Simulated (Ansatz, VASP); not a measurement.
## Two plane-wave programs on Ni

POSCAR

```
Ni
1.0
    0.0000000000      1.7691000000      1.7691000000
    1.7691000000      0.0000000000      1.7691000000
    3.5382000000      3.5382000000      0.0000000000
Ni
2
Direct
    0.0000000000      0.0000000000      0.0000000000
    0.0000000000      0.0000000000      0.5000000000
```

The input INCAR.step1:

```
SYSTEM = Ni
ALGO = Normal
EDIFF = 1E-4
ENCUT = 520
GGA = PE
ISMEAR = -1
LASPH = .True.
LCHARG = .False.
LREAL = .False.
LWAVE = .True.
NBANDS = 17
NELM = 60
PREC = Accurate
SIGMA = 0.1
```

File INCAR.step2:

```
SYSTEM = Ni
ALGO = Normal
EDIFF = 1E-7
ENCUT = 520
ISIF = 2
ISMEAR = -1
ISTART = 1
LASPH = .True.
LCHARG = .False.
LMIXTAU = .True.
LREAL = .False.
LWAVE = .False.
METAGGA = R2SCAN
NBANDS = 17
NELM = 60
PREC = Accurate
SIGMA = 0.1
```

File KPOINTS:

```
k-points
0
Gamma
  14 14 7
  0 0 0
```

Input for Ansatz:

```yaml
crystal:
  lattice:
    - [0.0, 1.7691, 1.7691]
    - [1.7691, 0.0, 1.7691]
    - [3.5382, 3.5382, 0.0]
  atoms:
    - { symbol: Ni, position: [0.0, 0.0, 0.0] }
    - { symbol: Ni, position: [0.0, 0.0, 0.5] }
hamiltonian:
  xc: r2scan
  pseudopotentials: { kind: paw }
basis:
  ecutwfc: 500
kpoints:
  mp_grid: { grid: [14, 14, 7] }
scf:
  occupations: { method: fermi_dirac, width: 0.1 }
  lower_state_search: "off"
output:
  forces: true
  stress: true
```

Alike in both runs: task single point; functional r2SCAN; k mesh 14 × 14 × 7; occupations fermi-dirac, width 0.1 eV; no spin polarisation.

```csv
,VASP,Ansatz
version,VASP 6.6.1,Ansatz 0.2.0
potentials or method,"VASP PAW PBE potentials, release 64 (Ni)","PAW, plane waves, scalar-relativistic"
plane-wave cutoff (eV),520,500
valence electrons in the cell,20,36
```

|  | VASP | Ansatz | Ansatz less VASP |
| --- | --- | --- | --- |
| pressure (GPa) | -11.5 | -12.1 | -0.65 |

The two sets of potentials don't hold the same shells in valence.

Caveats: the PAW data sets were made with another functional, which shifts forces and pressure a little (VASP); the run has no spin polarisation, though such a crystal can be magnetic. Spin polarisation is off, so any magnetic state and its effect on volume and gap are missing.
